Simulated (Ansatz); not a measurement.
Reactions of C2H8O2Si, SMILES `CO[SiH](C)O`.

Isolated molecules relaxed with PBE0-D4/def2-TZVP in Ansatz; ΔE leaves out vibrations. CCSD(T)/CBS adds triple-zeta CCSD(T) − MP2 to the extrapolated MP2 energy (def2 sets, frozen cores). This one scheme is used for every species, atoms too. Open shells (•) are unrestricted, without spin–orbit coupling. Spin–orbit coupling would lower the free atoms: a little for F. Bonds to Br, Ge are less sure, by a few kJ/mol each and by 10 to 20 or more in all where they break to atoms, as the def2 sets lack core-valence functions. Scalar relativity is left out up to krypton. One conformer a species, not always the lowest.

Problem. Order these by ΔE at CCSD(T)/CBS, lowest first. (Best estimate.)
A. `CO[SiH](C)O` + HBr → `CO[SiH](O)Br` + CH₄
B. `CO[SiH](C)O` + `F[C](F)F`• → `CO[Si](C)O`• + `FC(F)F`
C. `CO[SiH](C)O` + `[CH3][Ge]([NH2])([OH])[Cl]` → `C[O][Ge]([CH3])([NH2])[Cl]` + `C[SiH](O)O`
D. `CO[SiH](C)O` + `C[Si](O)(O)O` → `C[SiH](O)O[Si](C)(O)O` + CH₃OH
E. `CO[SiH](C)O` + F• → `CO[Si](C)O`• + H–F

Solution. E (-172.7 kJ/mol), A (-110.1 kJ/mol), B (-55.6 kJ/mol), D (-17.9 kJ/mol), C (-1.5 kJ/mol).

Largest T1 diagnostic: 0.014, for `F[C](F)F`•.
